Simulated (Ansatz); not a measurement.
Runs of Ansatz 0.2.0 on In. Symmetry: I4/mmm, No. 139, tetragonal system. Conventional cell: a = 3.251 Å, b = 3.251 Å, c = 4.947 Å, α = 90.00°, β = 90.00°, γ = 90.00°. Around In (site symmetry 4/mmm) lie 12 In at 3.25 to 3.38 Å. 

| task | level | potentials or basis | spin | cell | k mesh | cutoff (eV) | smearing | driver | delta | atoms under strain | other keys | gap on the mesh (eV) | pressure (GPa) |
| --- | --- | --- | --- | --- | --- | --- | --- | --- | --- | --- | --- | --- | --- |
| single point | PBE+D3(BJ)+ATM | PseudoDojo standard | off | as given | 11 × 11 × 11 | 952 | gaussian 0.15 eV | calculator | - | - | - | - | 0.1 |
| ladder of functionals | LDA+D3(BJ)+ATM | Ansatz PAW | SOC, no magnetisation | as given | 11 × 11 × 11 | 420 | methfessel-paxton 0.1 eV | chain | - | - | - | none | -4.5 |
| single point | PBE+D3(BJ)-ATM | PseudoDojo standard (PBE files) | off | as given | 11 × 11 × 11 | 952 | gaussian 0.15 eV | - | - | - | - | none | 0.1 |
| density of states | PBE | Ansatz NC | SOC, no magnetisation | as given | 11 × 11 × 11 | 952 | methfessel-paxton 0.01 eV | chain | - | - | crystal.symmetry = detect False | none | (a) |
| electron localisation function | PBEsol | Ansatz PAW | non-collinear, random start, SOC | cell strained at random at fixed volume | 8 × 7 × 9 | 420 | fermi-dirac 0.15 eV | chain | - | - | - | none | -1.0 |

Problem. Fill in the values left out.

Solution. (a) 2.0.

Caveats: the thresholds are loose for stress (some runs); pairwise dispersion overbinds metals, which lowers pressure and volume (some runs); the dispersion damping was fitted for another functional or another form of the correction (some runs); the starting moments weren't kept (some runs).

A k mesh can miss the band edges, and rows without SOC leave out spin-orbit coupling on In.

A gap of «none» marks a metal or a gap under the smearing width.
